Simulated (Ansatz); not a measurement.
**From three elastic constants to directional properties of ZnSe₂**

Computed with Ansatz, DFT LDA, scalar-relativistic, plane waves, PAW. Settings: 420 eV plane-wave cutoff, Γ-centred 6×6×6 mesh, fixed occupations. No spin polarisation.

Equilibrium structure at this level:
Space group Pa-3 (No. 205). a = 6.173 Å, b = 6.173 Å, c = 6.173 Å, α = 90.00°, β = 90.00°, γ = 90.00°
```
atom site symmetry x y z
  Zn    4a      .-3.  0.5000  0.5000  0.0000
  Se    8c       .3.  0.1106  0.8894  0.3894
```

With ions relaxed, on the cubic axes: C11 = 106.2, C12 = 60.0, C44 = 42.1 GPa. The density is 6.307 g/cm³. Zone-centre modes weren't checked beside this run.

Question: Is the crystal stable against strain, and how anisotropic is it?

Answer: Born's conditions hold: C11 + 2C12 = 226.2, C11 − C12 = 46.1 and C44 = 42.1 GPa are all positive. B = (C11 + 2C12)/3 = 75.4 GPa. The two shear moduli are C44 and C′ = (C11 − C12)/2 = 23.1 GPa, so Zener's ratio is A = C44/C′ = 1.83: the tetragonal shear C′ is the soft one, as in many fcc and bcc metals and zincblende crystals. The Cauchy pressure C12 − C44 is 17.9 GPa; it would vanish for pair forces between atoms on inversion centres at zero pressure, and a positive value is usual with metallic or many-body binding, and where atoms off inversion centres relax under shear, which lowers C44.

Question: Give the sound speeds along the three symmetry directions.

Answer: The Christoffel equation gives ρv² for each branch:
```tsv
direction	branch	ρv²	GPa	v (m/s)
[100]	L	C11	106.2	4103
[100]	T (×2)	C44	42.1	2584
[110]	L	(C11 + C12 + 2C44)/2	125.2	4455
[110]	T, u ∥ [001]	C44	42.1	2584
[110]	T, u ∥ [1-10]	(C11 − C12)/2	23.1	1912
[111]	L	(C11 + 2C12 + 4C44)/3	131.5	4567
[111]	T (×2)	(C11 − C12 + C44)/3	29.4	2159
```

Question: How does Young's modulus depend on direction?

Answer: Inverting gives S11 = 15.928, S12 = -5.754, S44 = 23.753 TPa⁻¹. Along a unit vector (l, m, n), 1/E = S11 − 2(S11 − S12 − S44/2)(l²m² + m²n² + n²l²), where the last bracket is 0, 1/4 and 1/3 for [100], [110] and [111]: E = 63, 91 and 106 GPa. With A > 1 the body diagonal is stiffest. For a film on (001), the biaxial modulus is C11 + C12 − 2C12²/C11 = 98 GPa and the normal strain is −2C12/C11 = -1.13 times the in-plane one.

Cost: 1 run of about 52 core-minutes, on Intel Xeon Processor @ 2.50GHz (Skylake/Cascade Lake) (shared hosts).

ZnSe₂ resists volume change much more than tetragonal shear: B is 75.4 GPa against 23.1 GPa for C′, and Young's modulus rises from 63 GPa along the cube axes to 106 GPa along the body diagonal. In pyrite itself the anisotropy runs the other way, with the cube axes stiffest. The difference probably lies in the d shell. Low-spin Fe²⁺ leaves the metal–anion antibonding e_g states empty, whereas d¹⁰ Zn²⁺ fills them, which weakens the octahedral bonds that lie roughly along the cube axes and resist tetragonal strain. The Se–Se pairs are covalent and stiff, but they can tilt as the softer Zn–Se framework deforms, so their strength need not carry over to the crystal's shear stiffness. Because Se sits off the inversion centres, the positive Cauchy pressure is no evidence of metallic bonding. Nor does resistance to small homogeneous strains establish stability against decomposition into ZnSe and selenium.
